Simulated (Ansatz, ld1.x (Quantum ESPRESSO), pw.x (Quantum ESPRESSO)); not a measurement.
**pw.x on bcc P: one setting changed**

Potential: norm-conserving Troullier–Martins (Kleinman–Bylander form), ld1.x (Quantum ESPRESSO) 7.5, PBE; core [Ne], reference 3s2 3p3; waves: 3p (bound): rc 1.80 bohr; 3d channel at 0.2 Ry: rc 1.55 bohr; 3s (bound): rc 1.50 bohr; local part: the s channel; core correction: Bessel-smoothed model core, default radius (core density twice the valence density).

The reference run (k-mesh 15³, cutoffs 60/240 Ry, Fermi–Dirac 0.01 Ry, mixing_beta 0.4, conv_thr 1e-9, no spin) gives -0.73 GPa at 14.308 Å³/atom, where all-electron LAPW gives -0.58 GPa. This run, with its own iteration cap, changes smearing to mp.

```
&control
  calculation='scf', prefix='x', pseudo_dir='./', outdir='./tmp', tstress=.true., disk_io='none'
/
&system
  ibrav=0, nat=1, ntyp=1, ecutwfc=60, ecutrho=240, nbnd=9,
  occupations='smearing', smearing='mp', degauss=0.01
/
&electrons
  conv_thr=1e-09, mixing_beta=0.4, electron_maxstep=50
/
ATOMIC_SPECIES
P 1.0 P.UPF
CELL_PARAMETERS angstrom
  -1.52934798 1.52934798 1.52934798
  1.52934798 -1.52934798 1.52934798
  1.52934798 1.52934798 -1.52934798
ATOMIC_POSITIONS crystal
P 0.0000 0.0000 0.0000
K_POINTS automatic
15 15 15 0 0 0
```

```bash
pw.x < P.scf.in > P.scf.out
```

How does the run end?

It converges in 6 iterations; the free energy moves by +15.9 meV/atom and the pressure by -0.26 GPa. This scheme is built to cancel the term in the square of the width that Fermi–Dirac smearing leaves in the F of a metal.

```
Message from routine setup:
     using ibrav=0 with symmetry is DISCOURAGED, use correct ibrav instead
     lattice parameter (alat)  =       5.0057  a.u.
     unit-cell volume          =      96.5552 (a.u.)^3
     number of electrons       =         5.00
     number of Kohn-Sham states=            9
     kinetic-energy cutoff     =      60.0000  Ry
     charge density cutoff     =     240.0000  Ry
     scf convergence threshold =      1.0E-09
     Exchange-correlation= PBE
     number of k points=   120  Methfessel-Paxton smearing, width (Ry)=  0.0100
     iteration #  1     ecut=    60.00 Ry     beta= 0.40
     total energy              =     -21.96942768 Ry
     estimated scf accuracy    <       0.00217264 Ry
     iteration #  2     ecut=    60.00 Ry     beta= 0.40
     total energy              =     -21.96935049 Ry
     estimated scf accuracy    <       0.00064179 Ry
     iteration #  3     ecut=    60.00 Ry     beta= 0.40
     total energy              =     -21.96939840 Ry
     estimated scf accuracy    <       0.00001097 Ry
     iteration #  4     ecut=    60.00 Ry     beta= 0.40
     total energy              =     -21.96939952 Ry
     estimated scf accuracy    <       0.00000001 Ry
     iteration #  5     ecut=    60.00 Ry     beta= 0.40
     total energy              =     -21.96939956 Ry
     estimated scf accuracy    <          2.2E-09 Ry
     iteration #  6     ecut=    60.00 Ry     beta= 0.40
     the Fermi energy is    11.2345 ev
!    total energy              =     -21.96939956 Ry
     estimated scf accuracy    <          1.7E-10 Ry
     smearing contrib. (-TS)   =      -0.00003781 Ry
     The total energy is F=E-TS. E is the sum of the following terms:
     one-electron contribution =       5.97549566 Ry
     hartree contribution      =       0.21009238 Ry
     xc contribution           =     -12.41458665 Ry
     ewald contribution        =     -15.74036315 Ry
     convergence has been achieved in   6 iterations
          total   stress  (Ry/bohr**3)                   (kbar)     P=       -9.90
     Message from routine punch:
     Nothing written, as per user request (disk_io='none')
```

The run took about 6.6 s on one core of a shared server CPU.
